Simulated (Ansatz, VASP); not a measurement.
# Mg: VASP beside Ansatz

INCAR

```
SYSTEM = Mg
  ALGO = Normal
  EDIFF = 1E-6
  ENCUT = 520
  GGA = RP
  ISIF = 2
  ISMEAR = -1
  LASPH = .TRUE.
  LCHARG = .TRUE.
  LELF = .TRUE.
  LREAL = .FALSE.
  LVHAR = .TRUE.
  LWAVE = .FALSE.
  NBANDS = 10
  NELM = 80
  PREC = Accurate
  SIGMA = 0.1
```

KPOINTS

```
k-points
0
G
  8 8 11
  0 0 0
```

Contents of POSCAR:

```
Mg
1.0
    5.3590815920      0.0000000000      0.0000000000
   -2.6795407960      4.6411007997      0.0000000000
    0.0000000000      0.0000000000      3.2507864958
Mg
3
Direct
    0.0000000000      1.0000000000      0.0000000000
    0.3333333333      0.6666666667      0.5000000000
    0.6666666667      0.3333333333      0.5000000000
```

Input for Ansatz:

```yaml
crystal:
  lattice:
    - [5.359081592, 0.0, 0.0]
    - [-2.679540796, 4.6411007997, 0.0]
    - [0.0, 0.0, 3.2507864958]
  atoms:
    - { symbol: Mg, position: [0.0, 1.0, 0.0] }
    - { symbol: Mg, position: [0.3333333333, 0.6666666667, 0.5] }
    - { symbol: Mg, position: [0.6666666667, 0.3333333333, 0.5] }
hamiltonian:
  xc: rpbe
  pseudopotentials:
    kind: paw
    azcp:
      Mg: "pseudopotentials/Mg.paw.azcp"
basis:
  ecutwfc: 420
  fft_grid_basis: typed
kpoints:
  mp_grid: { grid: [8, 8, 11], shift: [0, 0, 0] }
magnetization:
  spin_polarized: false
scf:
  occupations: { method: fermi_dirac, width: 0.1 }
  lower_state_search: "off"
output:
  stress: true
  write_density: true
  write_potential: true
  elf: true
  volumetric_format: npy
```

Alike in both runs: task single point; functional RPBE; k mesh 8 × 8 × 11; occupations fermi-dirac, width 0.1 eV; no spin polarisation.

```csv
,VASP,Ansatz
version,VASP 6.6.1,Ansatz 0.2.0
potentials or method,"VASP PAW PBE potentials, release 64 (Mg)","plane waves (420 eV) with PAW, scalar-relativistic"
plane-wave cutoff (eV),520,420
valence electrons in the cell,6,30
```

Ansatz gave:

* pressure (GPa): -2.9
* largest component of the traceless stress (GPa): 0.28

Which values does VASP return?

Pressure (GPa): -3.1; largest component of the traceless stress (GPa): 0.28.

The two sets of potentials don't hold the same shells in valence.

Caveats: the PAW data sets were made with another functional, which shifts forces and pressure a little (VASP).
